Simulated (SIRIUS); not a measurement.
## N under changes of volume

One of the cells (6.858 Å³/atom); the others are scaled copies at fixed shape and fractional positions:

```
N
1.0
     2.53616    0.00000    0.00000
    -1.26808    2.19638    0.00000
     0.00000    0.00000    2.46220
N
2
Cartesian
  0.0000 1.4643 1.8467
  1.2681 0.7321 0.6156
```

The real solid is made of molecules; this cell is a model form.

```yaml
Program: SIRIUS 7.12.0
Functional: PBE
Potentials_or_basis: PseudoDojo 0.4.1 PBE standard (scalar relativistic)
Cutoff: 1152 eV
Density_cutoff: 4606 eV
k_mesh: 12 × 12 × 11
Occupations: fermi-dirac, width 0.05 eV
Spin: no spin polarisation
```

| volume (Å³/atom) | energy over the lowest point (meV/atom) | pressure (GPa) |
| --- | --- | --- |
| 6.320 | 59.94 | 26.9 |
| 6.454 | 39.92 | 21.2 |
| 6.589 | ? | ? |
| 6.858 | 5.24 | 6.9 |
| 6.992 | 1.00 | 2.9 |
| 7.127 | 0.00 | -0.8 |

Q: What does the run at 6.589 Å³/atom give?

A: Energy over the lowest point 24.38 meV/atom; pressure 16.0 GPa.

Worked out: A Birch-Murnaghan fit of order 3 (a polynomial in V^(-2/3)) to the other rows has its minimum at 7.11 Å³/atom with B0 = V·E''(V) = 185 GPa and B' = 3.6 at fixed shape and positions, which overstates the stiffness. It gives 24.30 meV/atom at 6.589 Å³/atom, against the run's 24.38, and -dE/dV = 16.0 GPa, against 16.0.

Energies are extrapolated to zero smearing.
